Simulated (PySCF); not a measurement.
A side-by-side comparison of computed properties.

First species: C6H4S.
SMILES: `C#Cc1cccs1`

Second species: C5H12N (charge +1).
SMILES: `C1CC[NH2+]CC1`

Levels: B3LYP/def2-SVPD for HOMO energy, LUMO energy, HOMO–LUMO gap, static isotropic polarisability and electronic spatial extent ⟨r²⟩ about the centre of nuclear charge; TDDFT B3LYP/def2-SVPD for lowest singlet excitation; TDA B3LYP/def2-SVPD for lowest triplet excitation (Tamm–Dancoff); GFN2-xTB for rotational constant A and rotational constant C. Geometries: GFN2-xTB. All species are isolated and taken at one optimised geometry, non-relativistic unless stated; the electronic structure was computed with PySCF and density fitting.

Values for the first species:

```
HOMO energy                                                       : -6.42 eV
LUMO energy                                                       : -1.42 eV
HOMO–LUMO gap                                                     : 5.00 eV
Lowest singlet excitation                                         : 4.71 eV
Lowest triplet excitation (Tamm–Dancoff)                          : 3.13 eV
Static isotropic polarisability                                   : 89.4 au
Electronic spatial extent ⟨r²⟩ about the centre of nuclear charge : 837 bohr²
Rotational constant A                                             : 5.391 GHz
Rotational constant C                                             : 1.361 GHz
```

Q: Estimate the same properties for the second species, and the change in each.

A: 
```tsv
property	first	second	second less first
HOMO energy	-6.42 eV	-13.62 eV	-7.20 eV
LUMO energy	-1.42 eV	-4.70 eV	-3.28 eV
HOMO–LUMO gap	5.00 eV	8.92 eV	+3.92 eV
lowest singlet excitation	4.71 eV	8.07 eV	+3.36 eV
lowest triplet excitation (Tamm–Dancoff)	3.13 eV	7.97 eV	+4.84 eV
static isotropic polarisability	89.4 au	60.0 au	-29.4 au
electronic spatial extent ⟨r²⟩ about the centre of nuclear charge	837 bohr²	556 bohr²	-281 bohr²
rotational constant A	5.391 GHz	4.444 GHz	-0.947 GHz
rotational constant C	1.361 GHz	2.520 GHz	+1.159 GHz
```

On the first: The principal polarisabilities are 52.1, 84.4 and 131.8 au; their mean is the isotropic value. The vertical singlet–triplet gap S1 − T1 is 1.58 eV (TDDFT singlet less Tamm–Dancoff triplet; S1: HOMO→LUMO, weight 0.92; T1: HOMO→LUMO, weight 0.96).

On the second: The principal polarisabilities are 54.1, 62.6 and 63.3 au; their mean is the isotropic value. The 8 singlets span 8.07 to 9.58 eV, and their oscillator strengths add up to 0.15.
